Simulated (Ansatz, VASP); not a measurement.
Given: the input of a run of VASP 6.6.1 on TePb. 

The input INCAR:

```
ALGO     = Normal         # electronic algorithm
EDIFF    = 1E-6           # SCF threshold, eV
ENCUT    = 520            # plane-wave cutoff, eV
GGA      = PE             # functional
ISIF     = 2              # what is computed and relaxed
ISMEAR   = 0              # smearing method
LASPH    = T              # aspherical terms in the spheres
LCHARG   = F              # write CHGCAR
LREAL    = F              # projectors in reciprocal space
LWAVE    = F              # write WAVECAR
NELM     = 60             # most SCF steps
PREC     = Accurate       # precision mode
SIGMA    = 0.017          # smearing width, eV
```

Contents of KPOINTS:

```
k-points
0
Gamma
  7 7 7
```

File POSCAR:

```
TePb
1.0
    0.0000000000      3.2310000000      3.2310000000
    3.2310000000      0.0000000000      3.2310000000
    3.2310000000      3.2310000000      0.0000000000
Pb Te
1 1
Direct
    0.0000000000      0.0000000000      0.0000000000
    0.5000000000      0.5000000000      0.5000000000
```

Potentials or basis: VASP PAW PBE potentials, release 64 (Pb_d, Te).

Command:

```console
$ cat potpaw_PBE.64/Pb_d/POTCAR potpaw_PBE.64/Te/POTCAR > POTCAR
$ mpirun -np 1 vasp_std > vasp.out
```

Problem. What does the same run look like in Ansatz 0.2.0? Potentials or basis there: Ansatz PAW, cutoff 420 eV.

Solution. As run (cutoffs and basis follow the program's own potentials, and thresholds, step limits or extra output files can differ):

Contents of input.yaml:

```yaml
crystal:
  lattice:
    - [0.0, 3.231, 3.231]
    - [3.231, 0.0, 3.231]
    - [3.231, 3.231, 0.0]
  atoms:
    - { symbol: Pb, position: [0.0, 0.0, 0.0] }
    - { symbol: Te, position: [0.5, 0.5, 0.5] }
hamiltonian:
  xc: pbe
  pseudopotentials: { kind: paw }
kpoints:
  mp_grid: { grid: [7, 7, 7] }
scf:
  occupations: { method: gaussian, width: 0.017 }
output:
  forces: true
  stress: true
  eigenvalues: true
```

Potentials or basis: Ansatz PAW.

Launch:

```bash
$ ansatz run input.yaml --threads 2 --pin off --max-ram 5632MiB --backend cpu --events-out ev --progress --plain --runs-dir out
```

Both were run:

|  | VASP | Ansatz |
| --- | --- | --- |
| Pressure | 2.1 GPa | 2.1 GPa |

Ansatz's pressure holds a Pulay term of +0.02 GPa for its cutoff of 420 eV, which the other run lacks.

The potentials hold 20 and 30 valence electrons a cell.

Where Ansatz's input types no cutoff or centring, it takes its own default and a Γ-centred mesh.

Pressure is positive in compression.
